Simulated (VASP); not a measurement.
CdS (Hawleyite), 2 atoms in the cell. It takes space group F-43m (No. 216, cubic). The conventional cell has a = 5.910 Å, b = 5.910 Å, c = 5.910 Å, α = 90.00°, β = 90.00°, γ = 90.00°. Cd (site symmetry -43m) has 4 S at 2.56 Å as nearest neighbours. S (site symmetry -43m) has 4 Cd at 2.56 Å as nearest neighbours.  The cell isn't the ideal one: volume scaled by 1.04.

- Program: VASP 6.6.1
- Task: single point
- Functional: PBE
- Potentials or basis: VASP PAW PBE potentials, release 64 (Cd, S)
- Cutoff: 520 eV
- k mesh: 8 × 8 × 8
- Occupations: fermi-dirac, width 0.05 eV
- Spin: no spin polarisation
- Dipole correction: no
- Further INCAR settings: ALGO = Normal; EDIFF = 1e-06; NBANDS = 16

Potentials or basis: VASP PAW PBE potentials, release 64 (Cd, S).

Command:

```bash
$ cat potpaw_PBE.64/Cd/POTCAR potpaw_PBE.64/S/POTCAR > POTCAR
$ mpirun -np 1 vasp_std > vasp.out
```

Hardware: 1 thread of Intel(R) Xeon(R) 6975P-C (Granite Rapids) (shared host).

How long does it take, and how much memory?

Run time: 9.7 s on 1 thread of Intel(R) Xeon(R) 6975P-C (Granite Rapids), on a shared host, peak memory 0.18 GiB. Counts: scf iterations 14, k points 29.
